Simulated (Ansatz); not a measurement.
# TiPbO₃ under compression and expansion

```cif
data_structure
_symmetry_space_group_name_H-M 'P4mm'
_symmetry_Int_Tables_number 99
_cell_length_a 3.8992
_cell_length_b 3.8992
_cell_length_c 4.1499
_cell_angle_alpha 90.000
_cell_angle_beta 90.000
_cell_angle_gamma 90.000
_cell_volume 63.09
loop_
_atom_site_label
_atom_site_type_symbol
_atom_site_symmetry_multiplicity
_atom_site_Wyckoff_symbol
_atom_site_fract_x
_atom_site_fract_y
_atom_site_fract_z
_atom_site_occupancy
Ti1 Ti 1 b 0.50000 0.50000 0.53820 1
Pb1 Pb 1 a 0.00000 0.00000 0.00000 1
O1 O 1 b 0.50000 0.50000 0.11300 1
O2 O 2 c 0.50000 0.00000 0.61500 1
```

The runs use the primitive cell with vectors (3.899, 0.000, 0.000), (0.000, 3.899, 0.000), (0.000, 0.000, 4.150) Å, to which the k mesh refers.

The cell comes from COD entry 2107521, which wasn't checked; take it as a given geometry.

Spin–orbit coupling is left out, though it moves levels of the heavy atoms by tenths of an eV or more.

All numbers are computed: DFT, PBE, all-electron LAPW, scalar-relativistic (Ansatz 0.2.0); DFT, PBE, PAW with Ansatz's default frozen-core files, scalar-relativistic (Ansatz 0.2.0).

For LAPW: a Γ-centred 9×9×8 k mesh, Fermi–Dirac smearing of 0.03 eV, basis error target 0.5 meV/atom, no spin polarisation. PAW takes a cutoff of 420 eV at this cell. The Ansatz runs share mesh, smearing and spin set-up. Plane-wave (PAW) pressures include the program's estimate of the Pulay term.

The cell above is scaled evenly, with fractional coordinates and shape held.

```
V/V(cell)  V (Å³/atom)  P, LAPW (GPa)  P, PAW (GPa)  gap on the k mesh, LAPW (eV)  free energy over the lowest listed, PAW (meV/atom)
   0.9400       11.862          18.12         18.17                          1.79                                                59.5
   0.9600       12.114          13.37         13.41                          1.82                                                34.7
   0.9800       12.366           9.09          9.12                          1.85                                                17.0
   0.9900       12.493              ?             ?                             ?                                                   ?
   1.0000       12.619           5.24          5.25                          1.87                                                 5.8
   1.0100       12.745           3.46          3.47                          1.88                                                 2.4
   1.0200       12.871           1.77          1.78                          1.89                                                 0.3
   1.0400       13.124          -1.36         -1.36                          1.90                                                 0.0
   1.0600       13.376          -4.17         -4.17                          1.91                                                 4.4
```

Q: Fill in the row V/V(cell) = 0.9900.

A: P, LAPW (GPa) = 7.11, P, PAW (GPa) = 7.13, gap on the k mesh, LAPW (eV) = 1.86, free energy over the lowest listed, PAW (meV/atom) = 10.6.

Q: What do Birch–Murnaghan fits to the pressures give?

A: LAPW: V0 = 13.01 Å³/atom, B0 = 160 GPa, B0′ = 4.4; PAW: V0 = 13.01 Å³/atom, B0 = 160 GPa, B0′ = 4.4.

PAW's V0 lies 0.00 % from the all-electron value and its B0 0.2 %. With shape and internal coordinates held, B0 is an upper bound to the relaxed modulus.
